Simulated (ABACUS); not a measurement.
Runs of ABACUS 3.10.1 on HfN. Symmetry: Fm-3m, No. 225, cubic system. Conventional cell: a = 4.512 Å, b = 4.512 Å, c = 4.512 Å, α = 90.00°, β = 90.00°, γ = 90.00°. Hf (site symmetry m-3m) is surrounded by 6 N at 2.26 Å. Around N (site symmetry m-3m) lie 6 Hf at 2.26 Å. 

| task | potentials or basis | cutoff (eV) | SCF threshold on the density | eigensolver | gap on the mesh (eV) | pressure (GPa) | V0 of scaled cells (Å³/atom) | B0 (GPa) |
| --- | --- | --- | --- | --- | --- | --- | --- | --- |
| equation of state | PseudoDojo NC SR 0.4.1 PBE standard, DZP LCAO (the cutoffs set its grid) | 1361 | 1e-07 | genelpa | - | - | 11.77 | (a) |
| equation of state | PseudoDojo NC SR 0.4.1 PBE standard, plane waves | 1143 | 1e-08 | dav | - | - | 11.73 | 266 |
| single point | PseudoDojo NC SR 0.4.1 PBE standard, DZP LCAO (the cutoffs set its grid) | 1361 | 1e-07 | genelpa | none | (b) | - | - |
| single point | PseudoDojo NC SR 0.4.1 PBE standard, plane waves | 1143 | 1e-08 | dav | none | 5.9 | - | - |

Alike in all rows: level PBE; no spin polarisation; cell as given; k mesh 10 × 10 × 10; smearing fermi-dirac 0.05 eV.

Task: Estimate the missing entries.

Result: (a) 264; (b) 6.9.

Caveats: the atomic orbitals were generated for these runs and aren't a published set (some runs); the basis of atomic orbitals isn't converged, which shifts pressures, moduli and gaps (some runs).

A k mesh can miss the band edges, and the runs leave out spin-orbit coupling on Hf.

A gap of «none» marks a metal or a gap under the smearing width.

Not every run made on this cell is shown here.
